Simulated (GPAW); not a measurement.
Input of a GPAW 26.7.0 run:

Contents of run.py:

```python
from ase.dft.bandgap import bandgap
from ase.io import read, write
from ase.units import GPa
from gpaw import GPAW, PW

atoms = read('AlN.xyz')

calc = GPAW(mode=PW(800),
            xc='M06-L',
            kpts={'size': (7, 7, 4), 'gamma': True},
            occupations={'name': 'fermi-dirac', 'width': 0.05},
            nbands=18,
            convergence={'density': 1e-05, 'energy': 1e-05},
            maxiter=150,
            txt='gpaw.txt')
atoms.calc = calc
energy = atoms.get_potential_energy()
forces = atoms.get_forces()
stress = atoms.get_stress()
calc.write('gs.gpw')
write('result.traj', atoms)
print(f'Energy: {energy:.6f} eV')
print('Forces (eV/A):')
print(forces.round(4))
print('Stress (GPa):', (stress / GPa).round(3))
print('Fermi level:', round(calc.get_fermi_level(), 4), 'eV')
print(f'Gap: {bandgap(calc)[0]:.4f} eV, direct: {bandgap(calc, direct=True)[0]:.4f} eV')

path = atoms.cell.bandpath('GMKGALHA,LM,KH', npoints=60, eps=1e-4)
bs_calc = calc.fixed_density(kpts=path, symmetry='off', nbands=29,
                             convergence={'bands': 'CBM+6.0', 'eigenstates': 1e-6}, txt='bands.txt')
bs = bs_calc.band_structure()
bs.write('bs.json')
print(f'Gap on the path: {bandgap(bs_calc)[0]:.4f} eV')
```

AlN.xyz

```xyz
4
Lattice="3.1130000000 0.0000000000 0.0000000000 -1.5565000000 2.6959370820 0.0000000000 0.0000000000 0.0000000000 4.9810000000" Properties=species:S:1:pos:R:3 pbc="T T T"
Al     1.5565000002      0.8986456939      2.4905000000
Al    -0.0000000002      1.7972913881      0.0000000000
N      1.5565000002      0.8986456939      4.3832800000
N     -0.0000000002      1.7972913881      1.8927800000
```

Potentials or basis: GPAW PAW data sets (gpaw-data 1.2.1), pw.

Command:

```console
$ OMP_NUM_THREADS=1 python run.py
```

Q: What does it give for the band gap on the k mesh?

A: 4.30 eV, direct.

Q: Estimate the band gap along the path.

A: 4.30 eV, direct.

Forces on the atoms (eV/Å):
```
Al   0.000  0.000 -0.111
Al   0.000  0.000 -0.109
N    0.000  0.000  0.106
N    0.000  0.000  0.114
```

Caveat: the PAW data sets were made with another functional, which shifts forces and pressure a little.

**The experiment to reproduce.**

From “Self-assembly of well-separated AlN nanowires directly on sputtered metallic TiN films”, 2019, arxiv:1910.07391, for a bulk crystal of AlN at 10 K: band gap 6.034 eV (an exciton energy, a little under the gap).

Against the measured gap of AlN, 6.034 eV (an exciton energy, a little under the gap; 10 K; quoted in “Self-assembly of well-separated AlN nanowires directly on sputtered metallic TiN films”, 2019, arxiv:1910.07391), the calculated 4.30 eV is off by -1.74 eV. 2 values of this kind are on record (6.034 to 6.0343 eV); this one was drawn at random. The value is that of M06-L, without temperature or zero-point motion.
